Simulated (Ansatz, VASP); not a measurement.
**AlCo: VASP beside Ansatz**

```
CELL_PARAMETERS angstrom
2.79372 0.00000 0.00000
0.00000 2.79372 0.00000
0.00000 0.00000 2.79372
ATOMIC_POSITIONS crystal
Al 0.00000 0.00000 0.00000
Co 0.50000 0.50000 0.50000
```

Alike in both runs: functional LDA; k mesh 14 × 14 × 14; occupations gaussian, width 0.1 eV; no spin polarisation.

Ansatz relaxed the structure, and its values are those at the end. VASP's run is a single point on that final structure, the one shown.

```csv
,VASP,Ansatz
version,VASP 6.6.1,Ansatz 0.2.0
potentials or method,"VASP PAW LDA potentials, release 64 (Al, Co)","scalar-relativistic, plane waves, PAW"
plane-wave cutoff (eV),520,420
valence electrons in the cell,12,20
```

Ansatz gave:

```
gap on the k mesh at the Fermi level (eV) : none
pressure (GPa)                            : 0.0
```

Question: What did VASP give for the same quantities?

Answer: gap on the k mesh at the Fermi level (eV): none; pressure (GPa): 0.3.

A gap of «none» marks a metal or a gap that the smearing closes. The two sets of potentials don't hold the same shells in valence.

Spin polarisation is off, so any magnetic state and its effect on volume and gap are missing.
